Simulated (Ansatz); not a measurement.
Response of Ga to small distortions

```yaml
crystal:
  lattice:
    - [2.25535, -3.82240, 0.00000]
    - [2.25535, 3.82240, 0.00000]
    - [0.00000, 0.00000, 4.51670]
  atoms:
    - { symbol: Ga, position: [0.15250, 0.84750, 0.07850] }
    - { symbol: Ga, position: [0.65250, 0.34750, 0.42150] }
    - { symbol: Ga, position: [0.84750, 0.15250, 0.92150] }
    - { symbol: Ga, position: [0.34750, 0.65250, 0.57850] }
```

Atom numbers follow the list: Ga1, Ga2, Ga3, Ga4.

The cell is COD entry 9008562, as deposited and not checked against the literature; nothing was relaxed.

Level of theory: DFT, PBEsol, PAW with Ansatz's default frozen-core files, scalar-relativistic (Ansatz 0.2.0).

Numerical set-up: a Γ-centred 9×9×8 k mesh, Fermi–Dirac smearing of 0.05 eV, cutoff 420 eV, no spin polarisation; the PAW files were made with PBE, and the program remakes their frozen cores for this functional.

The unchanged cell is at -1.19 GPa.

In a metal, stresses and small energies carry noise from the k mesh.

x, y and z are the Cartesian axes of the cell as listed; fractional coordinates follow a strain, and an engineering shear is twice the off-diagonal strain component.

(1) One change gave: energy change +2.6 meV/atom; stress change (xx, yy, zz, yz, xz, xy) 0.07, 0.14, 0.06, -1.03, -0.62, -0.59 GPa, compression positive; change of the force on Ga4 (0.016, -0.060, 0.023) eV/Å. Which change was it?
A. equal xy, yz and zx engineering shear strains of +1 %
B. equal xy, yz and zx engineering shear strains of -2 %
C. equal xy, yz and zx engineering shear strains of -1 %
D. equal xy, yz and zx engineering shear strains of +2 %
E. equal xy, yz and zx engineering shear strains of -3 %
F. equal xy, yz and zx engineering shear strains of +3 %

## Answers

(1) D. For equal xy, yz and zx engineering shear strains of -3 %: energy change +6.3 meV/atom; stress change (xx, yy, zz, yz, xz, xy) 0.14, 0.24, 0.18, 1.60, 1.04, 0.94 GPa, compression positive; change of the force on Ga1 (-0.032, 0.100, 0.034) eV/Å. For equal xy, yz and zx engineering shear strains of -1 %: energy change +0.7 meV/atom; stress change (xx, yy, zz, yz, xz, xy) 0.02, 0.04, 0.01, 0.52, 0.31, 0.29 GPa, compression positive; change of the force on Ga1 (-0.013, 0.030, 0.012) eV/Å. For equal xy, yz and zx engineering shear strains of -2 %: energy change +2.7 meV/atom; stress change (xx, yy, zz, yz, xz, xy) 0.06, 0.12, 0.07, 1.05, 0.63, 0.61 GPa, compression positive; change of the force on Ga1 (-0.024, 0.063, 0.023) eV/Å. For equal xy, yz and zx engineering shear strains of +1 %: energy change +0.7 meV/atom; stress change (xx, yy, zz, yz, xz, xy) 0.02, 0.04, 0.01, -0.51, -0.31, -0.29 GPa, compression positive; change of the force on Ga4 (0.007, -0.029, 0.012) eV/Å. For equal xy, yz and zx engineering shear strains of +3 %: energy change +6.0 meV/atom; stress change (xx, yy, zz, yz, xz, xy) 0.13, 0.30, 0.17, -1.53, -1.00, -0.88 GPa, compression positive; change of the force on Ga2 (-0.027, 0.095, -0.034) eV/Å.
